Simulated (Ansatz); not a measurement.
**Property card for WSe₂**

Computed with DFT r2SCAN, scalar-relativistic, plane waves, PAW in Ansatz 0.2.0.

Plane waves to 500 eV, a k mesh through Γ of 12×12×2 on the computed 6-atom cell and Gaussian smearing (0.02 eV); no spin polarisation.

The structure is relaxed at this level of theory with its symmetry kept.

```xyz
6
Lattice="3.3152 0.0000 0.0000 -1.6576 2.8711 0.0000 0.0000 0.0000 13.7125" Properties=species:S:1:pos:R:3 pbc="T T T"
W     0.0000    1.9140    3.4281
W     1.6576    0.9570   10.2844
Se    0.0000    1.9140    8.6229
Se    1.6576    0.9570    1.7666
Se    0.0000    1.9140   11.9459
Se    1.6576    0.9570    5.0896
```

| Property | Result |
| --- | --- |
| Space group | P6_3/mmc (No. 194) |
| Volume per atom | 21.75 Å³ |
| Formation energy from the elements' standard states (uncorrected) | -0.612 eV/atom |
| Generalised Kohn–Sham band gap | 1.33 eV, indirect from Γ to (0.180, 0.180, 0.000) |
| Löwdin character of the top 1 eV of the valence band | W 5d 69 %, Se 4p 27 % |
| Löwdin character of the lowest 1 eV of the conduction band | W 5d 66 %, Se 4p 28 % |
| Electron masses at the edge by Cartesian direction of the standard setting (m_e; degenerate bands sorted by energy; no spin-orbit coupling) | x: 0.59; y: 0.53; z: 0.54 |
| Hole masses at the edge by Cartesian direction of the standard setting (m_e; degenerate bands sorted by energy; no spin-orbit coupling) | x: 0.96; y: 0.96; z: 0.86 |
| Bader charges (e) | W (2 in the cell) 1.18, Se (4 in the cell) -0.59 |

Spin-orbit coupling is left out, which matters for the bands of heavy elements. Each cell of WSe2 holds layers, and where no dispersion correction was added their binding is poorly described.

Cost: 8 runs of about 21 core-minutes in all, on Intel Xeon Platinum 8375C (Ice Lake) (shared hosts).